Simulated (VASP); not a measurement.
PbS:

```
Pb S
1.0
     3.65366    0.00000    0.00000
     0.00000    3.65366    0.00000
     0.00000    0.00000    3.65366
Pb S
1 1
Direct
  0.00000 0.00000 0.00000
  0.50000 0.50000 0.50000
```

Measurements of this composition are mostly on another form, of space group No. 225.

```yaml
Program: VASP 6.6.1
Task: relaxation of cell and atoms
Functional: r2SCAN
Dispersion: D4
Potentials_or_basis: VASP PAW PBE potentials, release 64 (Pb_d, S)
Cutoff: 600 eV
k_mesh: 7 × 7 × 7
Occupations: gaussian, width 0.05 eV
Spin: no spin polarisation
```

At the start: pressure -1.4 GPa; volume 24.39 Å³/atom.

**Question.** How do energy, volume and symmetry change on relaxing?

**Answer.** Over 3 steps the energy falls by 2.5 meV/atom and the volume is 23.83 Å³/atom (-2.3 %); space group Pm-3m (No. 221, to 0.05 Å).

Step by step:
```csv
step,energy change (eV),largest force (eV/Å),pressure (GPa),volume (Å³)
1,0.0000,0.0000,-1.44,48.77
2,-0.0043,0.0000,0.63,47.24
3,-0.0051,0.0000,0.00,47.67
```

Final structure:
```yaml
crystal:
  lattice:
    - [3.62587, 0.00000, 0.00000]
    - [0.00000, 3.62587, 0.00000]
    - [0.00000, 0.00000, 3.62587]
  atoms:
    - { symbol: Pb, position: [0.00000, 0.00000, 0.00000] }
    - { symbol: S, position: [0.50000, 0.50000, 0.50000] }
```

Caveat: the PAW data sets were made with another functional, which shifts forces and pressure a little.
